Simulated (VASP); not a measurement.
A run of VASP 6.6.1:

INCAR

```
ALGO = Fast
EDIFF = 1E-6
ENCUT = 500
GGA = RP
ISIF = 2
ISMEAR = 0
ISPIN = 2
LASPH = True
LCHARG = False
LMAXMIX = 4
LORBIT = 11
LREAL = False
LWAVE = False
MAGMOM = 0 0 1 1
NELM = 150
PREC = Accurate
SIGMA = 0.1
```

Contents of KPOINTS:

```
k-points
0
Gamma
  8 8 5
```

Contents of POSCAR:

```
NiSb
1.0
    3.9280000000      0.0000000000      0.0000000000
   -1.9640000000      3.4017477861      0.0000000000
    0.0000000000      0.0000000000      5.1200000000
Sb Ni
2 2
Direct
    0.6666666667      0.3333333333      0.7500000000
    0.3333333333      0.6666666667      0.2500000000
    0.0000000000      0.0000000000      0.5000000000
    0.0000000000      0.0000000000      0.0000000000
```

Potentials or basis: VASP PAW PBE potentials, release 64 (Sb, Ni).

Command:

```bash
$ cat potpaw_PBE.64/Sb/POTCAR potpaw_PBE.64/Ni/POTCAR > POTCAR
$ mpirun -np 1 vasp_std > vasp.out
```

Hardware: 1 thread of Intel(R) Xeon(R) Platinum 8488C (Sapphire Rapids) (shared host).

Question: How long does it take, and how much memory?

Answer: Wall time 90 s on 1 thread of Intel(R) Xeon(R) Platinum 8488C (Sapphire Rapids), with other jobs on the host, peak memory 0.24 GiB. Counts: scf iterations 16, k points 30.
